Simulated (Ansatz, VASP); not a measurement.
InPd in VASP and in Ansatz

```xyz
2
Lattice="3.2719 0.0000 0.0000 0.0000 3.2719 0.0000 0.0000 0.0000 3.2719" Properties=species:S:1:pos:R:3 pbc="T T T"
In    0.0000    0.0000    0.0000
Pd    1.6359    1.6359    1.6359
```

The cell comes from a database or a generator and needn't be the stable form of this composition.

Alike in both runs: task single point; functional r2SCAN; k mesh 8 × 8 × 8; occupations fermi-dirac, width 0.05 eV; no spin polarisation.

|  | VASP | Ansatz |
| --- | --- | --- |
| version | VASP 6.6.1 | Ansatz 0.2.0 |
| potentials or method | VASP PAW PBE potentials, release 64 (In_d, Pd) | Ansatz PAW |
| plane-wave cutoff (eV) | 520 | 500 |
| valence electrons in the cell | 23 | 31 |

Ansatz gave:

- gap on the k mesh at the Fermi level (eV): none
- pressure (GPa): -0.6

Estimate VASP's values.

gap on the k mesh at the Fermi level (eV): none; pressure (GPa): 0.0.

A gap of «none» marks a metal or a gap that the smearing closes. The functional is the same, so the differences come from potentials, cutoffs and numerics. The two sets of potentials don't hold the same shells in valence.

Caveats: the PAW data sets were made with another functional, which shifts forces and pressure a little (VASP); the PAW data sets come from PBE, with cores solved anew for the run's functional, which leaves a small shift of forces and pressure (Ansatz).
